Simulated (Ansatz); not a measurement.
# AlPt (P2_13) in Ansatz: reference runs

Aim: a first look at AlPt with PBEsol, on the cell as given and on a disturbed one.

All numbers are computed with Ansatz 0.2.0; they aren't measurements. Logs are shortened: lines on timing, memory, paths and dates and some standing lists are left out, and cuts for length are marked.

**1. The structure**

Symmetry: P2_13, No. 198, cubic system. The conventional cell has a = 4.879 Å, b = 4.879 Å, c = 4.879 Å, α = 90.00°, β = 90.00°, γ = 90.00°. Pt (site symmetry 3) is surrounded by 7 Al at 2.60 to 2.63 Å. Around Al (site symmetry 3) lie 7 Pt at 2.60 to 2.63 Å.

The cell is a database's computed one.

**2. Single point, PBEsol**

input.yaml

```yaml
crystal:
  lattice:
    - [4.87893207, 0.0, 0.0]
    - [0.0, 4.87893207, 0.0]
    - [0.0, 0.0, 4.87893207]
  atoms:
    - { symbol: Pt, position: [0.84493694, 0.65506306, 0.34493694] }
    - { symbol: Pt, position: [0.65506306, 0.34493694, 0.84493694] }
    - { symbol: Pt, position: [0.34493694, 0.84493694, 0.65506306] }
    - { symbol: Pt, position: [0.15506306, 0.15506306, 0.15506306] }
    - { symbol: Al, position: [0.1559679, 0.3440321, 0.6559679] }
    - { symbol: Al, position: [0.3440321, 0.6559679, 0.1559679] }
    - { symbol: Al, position: [0.6559679, 0.1559679, 0.3440321] }
    - { symbol: Al, position: [0.8440321, 0.8440321, 0.8440321] }
hamiltonian:
  xc: pbesol
  pseudopotentials: { kind: paw }
kpoints:
  mp_grid: { grid: [6, 6, 6] }
scf:
  occupations: { method: fermi_dirac, width: 0.05 }
output:
  forces: true
  stress: true
  eigenvalues: true
  write_density: true
  write_potential: true
  elf: true
  volumetric_format: npy
```

Potentials or basis: Ansatz PAW.

Command:

```
$ ansatz run input.yaml --threads 4 --pin off --max-ram 11264MiB --backend cpu --events-out ev --progress --plain --runs-dir out
```

Output:

```text
Warning: RAYON_NUM_THREADS=4 ignored (pool sized by the plan → 4); use --threads N
Engine: ansatz 0.2.0, x86_64-unknown-linux-gnu
Pseudopotentials: kind: paw
Pseudopotential: Pt, paw, valence charge 18, recommended cutoff 420 eV (normal), Pt.paw.azcp
Pseudopotential: Al, paw, valence charge 3, recommended cutoff 420 eV (normal), Al.paw.azcp
Functional definition: PBEsol
  exchange = pbesol_x
  correlation = pbesol_c
Crystal: 8 atoms, lattice volume = 116.138 Å³
Basis set: ecut = 420 eV, 2301 PW (Γ), exchange–correlation on 72×72×72 points (8 copies of the dense FFT grid, shifted against one another)
Bands: 51, of which v1, the nominal top of the filled ones, is band 42 counted from 1 (41 counted from 0)
Symmetry: 12 space group operations
Space group: P213 (ITA 198), of the structure as read, at distance tolerance 4.9e-5 Å
k-points: 24 of 216 (time reversal used)
Non-local potential: Pt, projectors of the file, l = 0: 3, l = 1: 2, l = 2: 2, l = 3: 1
Non-local potential: Al, projectors of the file, l = 0: 2, l = 1: 2, l = 2: 1
PAW form: soft (Blöchl's): semilocal exchange-correlation on the pseudo side does not see the compensation charge
PAW frozen core: Pt, regenerated for the run's functional, and the local potential with it (the file was generated under x = pbe(κ = 0.804, μ = 0.2195149727645171), c = pbe(β = 0.06672455060314922))
PAW frozen core: Al, regenerated for the run's functional, and the local potential with it (the file was generated under x = pbe(κ = 0.804, μ = 0.2195149727645171), c = pbe(β = 0.06672455060314922))
PAW one-centre angular grid: Pt, 590 points (default); XC on 64 Gauss nodes
PAW one-centre angular grid: Al, 110 points (default); XC on 64 Gauss nodes
Initial density: superposition of atomic densities (neutral atoms: chi_scale 0, normalization atom), corrected by the library's trained network
Initial wavefunctions: pseudopotential atomic-orbital guess
Functional: x = pbesol(κ = 0.804, μ = 0.12345679012345678), c = pbesol(β = 0.046)
SCF iter   1: F=—  HF=-51641.863164 eV  |F-HF|=—  |Δ(HF+E_count)|=         —  Δρ=4.14e-3  dr2=8.34e-3  ethr=1.77e-3  ⟨swp⟩=7.0  Hψ=4926  notcnv=0  defer=17
preconditioner: auto → Resta (q_TF=auto, 2.585 Å⁻¹)  ε∞=10.5  [insulator: Δε(μ)=0.230 eV  Ē_g=8.071 eV  σ=0.050 eV  W_gap=0.70  n_scr=32 (ndim 8)  ℏωp=24.8 eV  f_vac=0.000  D(μ)=1.40/eV (n_scr^D=6)  ε∞_Penn≈10.5]
SCF iter   2: F=—  HF=-51641.863307 eV  |F-HF|=—  |Δ(HF+E_count)|=   1.42e-4  Δρ=2.35e-3  dr2=2.94e-3  ethr=9.92e-6  ⟨swp⟩=2.0  Hψ=1546  notcnv=0  defer=34
SCF iter   3: F=—  HF=-51641.863050 eV  |F-HF|=—  |Δ(HF+E_count)|=   2.57e-4  Δρ=2.17e-4  dr2=5.50e-5  ethr=3.50e-6  ⟨swp⟩=2.4  Hψ=1761  notcnv=0  defer=34
SCF iter   4: F=—  HF=-51641.862893 eV  |F-HF|=—  |Δ(HF+E_count)|=   1.57e-4  Δρ=6.63e-5  dr2=3.06e-6  ethr=6.55e-8  ⟨swp⟩=2.1  Hψ=1771  notcnv=0  defer=34
iter 5 did not close the SCF: its close was put off for the readings that it lacked (scf_convergence_deferred on its scf_iter line)
SCF iter   5: F=-51641.862892 eV  HF=-51641.862892 eV  |F-HF|=1.62e-8  |Δ(HF+E_count)|=   6.33e-7  Δρ=1.35e-5  dr2=8.47e-8  ethr=3.65e-9  ⟨swp⟩=2.0  Hψ=1818  notcnv=0  defer=34
SCF iter   6: F=-51641.862892 eV  HF=-51641.862892 eV  |F-HF|=5.18e-9  |Δ(HF+E_count)|=   6.92e-9  Δρ=3.79e-6  dr2=1.19e-8  ethr=1.01e-10  ⟨swp⟩=11.0  Hψ=7160  notcnv=0
SCF 1 converged in 6 iterations: F = -51641.862892 eV  dr2 = 1.19e-8
SCF converged after 6 iterations
Free energy (F): -51641.862892 eV
Harris-Foulkes:  -51641.862892 eV  (|F-HF|=5.18e-9)
Internal energy: -51641.851299 eV  (E = F + TS)
E sigma→0 (E₀):  -51641.857096 eV
Entropy (-TS):   -0.011593 eV (-1.449 meV/atom)
Fermi energy:    16.674273 eV
--- Per-component energies (eV) ---
  E_band       = -881.021114
  E_kinetic    = 2659.979868
  E_local      = -8687.625040  (includes V_loc(G=0)·N_el)
  E_nonlocal   = 846.926467
  E_hartree    = 3408.863751
  E_xc         = -1207.768273
  E_vxc        = -1337.915409  (∫ρ·V_xc dr)
  E_paw        = -39084.659336  (= ΣΔE_a)
  E_vpaw       = -1180.123451  (= ΣTr[D̂ρ^β])
  E_aug_tail   = 0.000720  (compensation charges beyond the density's cutoff)
  E_ewald      = -9578.793935
  E_core_change = 1.224481  (= ΣΔE_core)
  E_smearing   = -0.011593  (= −TS)
  E_closure    = -0.000000  (closes the sum)
  Σ components = -51641.862892   (vs F -51641.862892, Δ=0.00e0)
--- Forces (eV/Å), atoms counted from 1 ---
  atom   1  Pt     0.03260073    -0.03260073     0.03260073
  atom   2  Pt    -0.03260073     0.03260073     0.03260073
  atom   3  Pt     0.03260073     0.03260073    -0.03260073
  atom   4  Pt    -0.03260073    -0.03260073    -0.03260073
  atom   5  Al    -0.00089524     0.00089524    -0.00089524
  atom   6  Al     0.00089524    -0.00089524    -0.00089524
  atom   7  Al    -0.00089524    -0.00089524     0.00089524
  atom   8  Al     0.00089524     0.00089524     0.00089524
  max |Σ_I F_I| component: 1.05e-16 eV/Å
--- Stress (GPa, compression-positive) ---
       -1.247082      -0.000000       0.000000
       -0.000000      -1.247082      -0.000000
        0.000000       0.000000      -1.247082
  P = ⅓ Tr σ = -1.2471 GPa (-12.471 kbar)
--- Band table (eV; the first three rows and the last of 24) ---
  k-point 0: bands = ["-82.0474", "-82.0412", "-82.0412", "-82.0412", "-36.3164", "-36.3164", "-36.3164", "-36.2643", "-36.2643", "-36.2643", "-36.2588", "-36.2147", "-36.2147", "-36.1904", "-36.1904", "-36.1904", "5.4285", "9.7322", "9.7322", "9.7322", "11.1986", "11.1986", "11.1986", "11.6725", "11.6725", "11.6725", "12.0748", "12.5471", "12.5471", "12.5579", "12.5579", "12.5579", "13.5376", "13.5376", "13.5376", "14.5790", "14.5790", "14.8955", "14.8955", "14.8955", "16.4198", "16.4198", "16.4198", "20.8224", "20.8224", "20.8224", "20.9974", "20.9974", "21.1675", "21.7634", "21.7634"]
  k-point 1: bands = ["-82.0471", "-82.0422", "-82.0411", "-82.0406", "-36.3225", "-36.3178", "-36.3070", "-36.2751", "-36.2685", "-36.2611", "-36.2494", "-36.2135", "-36.2110", "-36.1930", "-36.1928", "-36.1898", "5.6325", "9.2630", "9.7796", "9.8805", "10.9750", "11.1086", "11.3616", "11.5091", "11.6134", "12.0596", "12.1050", "12.1324", "12.3224", "12.4974", "12.7300", "13.0032", "13.4119", "13.5724", "13.8573", "14.4293", "14.4518", "14.4962", "14.8806", "15.3644", "16.0302", "16.2497", "17.5649", "19.5947", "19.9669", "20.1802", "20.1828", "20.8876", "21.2690", "21.7330", "21.9999"]
  k-point 2: bands = ["-82.0462", "-82.0435", "-82.0408", "-82.0404", "-36.3248", "-36.3209", "-36.2959", "-36.2795", "-36.2770", "-36.2677", "-36.2331", "-36.2117", "-36.2036", "-36.1992", "-36.1966", "-36.1918", "6.2288", "8.2841", "9.8639", "9.9478", "10.7371", "10.9653", "11.4870", "11.5982", "11.8369", "11.8950", "11.8985", "12.0965", "12.2981", "12.8708", "12.9419", "13.2975", "13.3209", "13.6425", "13.8908", "14.1414", "14.2790", "14.4865", "14.9639", "15.1916", "15.8368", "16.3351", "17.8152", "18.7665", "19.4838", "19.5403", "20.0937", "21.0054", "21.6719", "21.7043", "22.2235"]
  k-point 23: bands = ["-82.0427", "-82.0427", "-82.0427", "-82.0427", "-36.3121", "-36.3121", "-36.3121", "-36.3121", "-36.2470", "-36.2470", "-36.2470", "-36.2470", "-36.1918", "-36.1918", "-36.1918", "-36.1918", "9.2774", "9.2774", "9.2774", "9.2774", "10.5969", "10.5969", "10.5969", "10.5969", "11.8088", "11.8088", "11.8088", "11.8088", "12.2909", "12.2909", "12.2909", "12.2909", "13.9375", "13.9375", "13.9375", "13.9375", "14.1485", "14.1485", "14.1485", "14.1485", "15.8299", "15.8299", "15.8299", "15.8299", "23.1452", "23.1452", "23.1452", "23.1452", "23.7768", "23.7768", "23.7768"]
```

v_z.tsv:

```text
# z_ang	v_es[eV]	v_tot[eV]
# format = ansatz-planar-average/11
# xc	pbesol
# density_cutoff_ev	1680
# datasets	Pt=:simpson_from_first_knot:soft:shift=-937721	Al=:simpson_from_first_knot:soft:shift=-732380
# lattice	4.878932070	0.000000000	0.000000000
# lattice	0.000000000	4.878932070	0.000000000
# lattice	0.000000000	0.000000000	4.878932070
# sites	8
# site	78	4.122389934	3.196008171	1.682923899
# site	78	3.196008171	1.682923899	4.122389934
# site	78	1.682923899	4.122389934	3.196008171
# site	78	0.756542136	0.756542136	0.756542136
# site	13	0.760956789	1.678509246	3.200422824
# site	13	1.678509246	3.200422824	0.760956789
# site	13	3.200422824	0.760956789	1.678509246
# site	13	4.117975281	4.117975281	4.117975281
0.000000	1.127674e1	-2.445257e-3
0.135526	1.096770e1	-3.914711e-1
0.271052	1.015596e1	-1.479326e0
0.406578	9.141128e0	-2.881975e0
0.542104	8.139827e0	-4.257737e0
0.677629	7.174280e0	-5.539711e0
[... 28 lines left out ...]
4.607880	1.015596e1	-1.479326e0
4.743406	1.096770e1	-3.914711e-1
```

Wall time 6.3 s (4 threads of AMD EPYC 7R43 (Zen 3), shared host); peak memory 0.51 GiB.

Results:

| Item | Value |
| --- | --- |
| Free energy | -51641.8629 eV |
| Pressure | -1.2 GPa |
| Largest force | 0.056 eV/Å |
| Band gap on the k mesh | none (metal or under the smearing width) |

Forces on the atoms (eV/Å):
```
Pt   0.033 -0.033  0.033
Pt  -0.033  0.033  0.033
Pt   0.033  0.033 -0.033
Pt  -0.033 -0.033 -0.033
Al  -0.001  0.001 -0.001
Al   0.001 -0.001 -0.001
Al  -0.001 -0.001  0.001
Al   0.001  0.001  0.001
```

Levels at points of the mesh, in eV from the Fermi level:
```tsv
k point	band 38	band 39	band 40	band 41	band 42	band 43	band 44	band 45	band 46	band 47
(0.00, 0.00, 0.00)	-1.78	-1.78	-1.78	-0.25	-0.25	-0.25	4.15	4.15	4.15	4.32
(0.00, 0.00, -0.50)	-2.36	-1.54	-1.54	-0.72	-0.72	1.19	1.19	2.68	2.68	4.44
(0.00, -0.50, -0.50)	-2.43	-2.22	-2.22	0.32	0.32	1.26	1.26	2.75	2.75	3.19
(-0.50, -0.50, -0.50)	-2.53	-2.53	-2.53	-0.84	-0.84	-0.84	-0.84	6.47	6.47	6.47
```

Caveat: the PAW data sets come from PBE, with cores solved anew for the run's functional, which leaves a small shift of forces and pressure.

**3. Single point, PBEsol (atoms moved at random, drawn with an rms of 0.05 Å)**

input.yaml

```yaml
crystal:
  lattice:
    - [4.87893207, 0.0, 0.0]
    - [0.0, 4.87893207, 0.0]
    - [0.0, 0.0, 4.87893207]
  atoms:
    - { symbol: Pt, position: [0.838487, 0.660813, 0.345581] }
    - { symbol: Pt, position: [0.647723, 0.343626, 0.837695] }
    - { symbol: Pt, position: [0.349006, 0.848671, 0.648895] }
    - { symbol: Pt, position: [0.156184, 0.144242, 0.153214] }
    - { symbol: Al, position: [0.152863, 0.350507, 0.653845] }
    - { symbol: Al, position: [0.339848, 0.656437, 0.163715] }
    - { symbol: Al, position: [0.651838, 0.157129, 0.341686] }
    - { symbol: Al, position: [0.849697, 0.845252, 0.840886] }
hamiltonian:
  xc: pbesol
  pseudopotentials: { kind: paw }
kpoints:
  mp_grid: { grid: [6, 6, 6] }
scf:
  occupations: { method: fermi_dirac, width: 0.05 }
output:
  forces: true
  stress: true
  eigenvalues: true
```

Potentials or basis: Ansatz PAW.

Command:

```
$ ansatz run input.yaml --threads 4 --pin off --max-ram 11264MiB --backend cpu --events-out ev --progress --plain --runs-dir out
```

Wall time 17 s (4 threads of AMD EPYC 7R43 (Zen 3), shared host); peak memory 0.76 GiB.

Results (log left out):

* Free energy: -51641.8005 eV
* Pressure: -0.9 GPa
* Largest force: 0.673 eV/Å
* Band gap on the k mesh: none (metal or under the smearing width)

Forces in eV/Å, atoms in the order of the input:
```
Pt   0.210 -0.375 -0.142
Pt   0.214  0.235  0.384
Pt  -0.167 -0.081  0.402
Pt  -0.261  0.615 -0.083
Al  -0.066 -0.211  0.028
Al   0.137 -0.298 -0.455
Al   0.210  0.156 -0.183
Al  -0.277 -0.040  0.048
```

Stress tensor (GPa, compression positive):
```
-0.77 -0.24  0.46
-0.24 -1.06  0.35
 0.46  0.35 -0.97
```

Levels at points of the mesh, in eV from the Fermi level:
```csv
k point,band 40,band 41,band 42,band 43,band 44,band 45
"(0.00, 0.00, 0.00)",-1.71,-0.33,-0.23,-0.19,4.08,4.13
"(0.00, 0.00, -0.50)",-1.51,-0.82,-0.68,1.08,1.27,2.64
"(0.00, -0.50, 0.00)",-1.44,-0.75,-0.69,1.13,1.21,2.61
"(0.00, -0.50, -0.50)",-2.19,0.21,0.34,1.19,1.29,2.71
"(-0.50, 0.00, 0.00)",-1.49,-0.83,-0.64,1.10,1.28,2.59
"(-0.50, 0.00, -0.50)",-2.17,0.26,0.36,1.22,1.33,2.66
"(-0.50, -0.50, 0.00)",-2.19,0.28,0.37,1.21,1.30,2.66
"(-0.50, -0.50, -0.50)",-2.49,-0.97,-0.85,-0.82,-0.73,6.34
```

Caveat: the PAW data sets come from PBE, with cores solved anew for the run's functional, which leaves a small shift of forces and pressure.
